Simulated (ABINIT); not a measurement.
Set up this calculation in ABINIT 10.8.3 (patched build), as the native input.

```
Task                : equation of state
Functional          : revPBE
Potentials or basis : JTH PAW PBE v2.0
Cutoff              : 762 eV
k mesh              : 10 × 10 × 10
Occupations         : fermi-dirac, width 0.05 eV
Spin                : collinear spin, ferromagnetic start
Starting moments    : [3.0] μB
Fine-grid cutoff    : 1360.57 eV
```

Cr:

```
Cr
1.0
    -1.48445    1.48445    1.48445
     1.48445   -1.48445    1.48445
     1.48445    1.48445   -1.48445
Cr
1
Direct
  0.00000 0.00000 0.00000
```

The input as run:

run.abi

```
# Datasets: one volume each
ndtset 7
getwfk -1
scalecart1 3*0.9795861087
scalecart2 3*0.9864848297
scalecart3 3*0.9932883884
scalecart4 3*1.0000000000
scalecart5 3*1.0066227096
scalecart6 3*1.0131594038
scalecart7 3*1.0196128224

# Pseudopotentials
pp_dirpath "./"
pseudos "Cr.GGA_PBE-JTH.xml"

# Structure
acell 3*1.0 Angstrom
rprim
    -1.4844496776     1.4844496776     1.4844496776
     1.4844496776    -1.4844496776     1.4844496776
     1.4844496776     1.4844496776    -1.4844496776
ntypat 1
znucl 24
natom 1
typat 1
xred
     0.0000000000     0.0000000000     0.0000000000

# Plane-wave basis
ecut 28.0
pawecutdg 50.0
pawxcdev 0

# k points
kptopt 1
ngkpt 10 10 10
nshiftk 1
shiftk 0.0 0.0 0.0

# Exchange and correlation
ixc 14

# Bands and occupations
nband 12
occopt 3
tsmear 0.05 eV

# Spin
nsppol 2
spinat
     0.0000000000     0.0000000000     3.0000000000

# SCF cycle
nstep 100
tolvrs 1.0e-9

# Output
iomode 3
prtwf 1
prtden 0
prteig 0
prtebands 0
enunit 2
```

Potentials or basis: JTH PAW PBE v2.0.

Run with:

```console
$ abinit run.abi > log 2>&1
```

It gave:

* Equilibrium volume: 11.70 Å³/atom (rough: see the caveat)
* Bulk modulus: 240 GPa (rough)

Caveat: pressures at fixed basis lie under the slope of the energies; the minimum lies outside the volumes run; the PAW data sets were made with another functional, which shifts forces and pressure a little.

It took 4.7 min on 1 thread of AMD EPYC 7R43 64-Core Processor (Zen 3), on a shared host, peak memory 0.18 GiB.
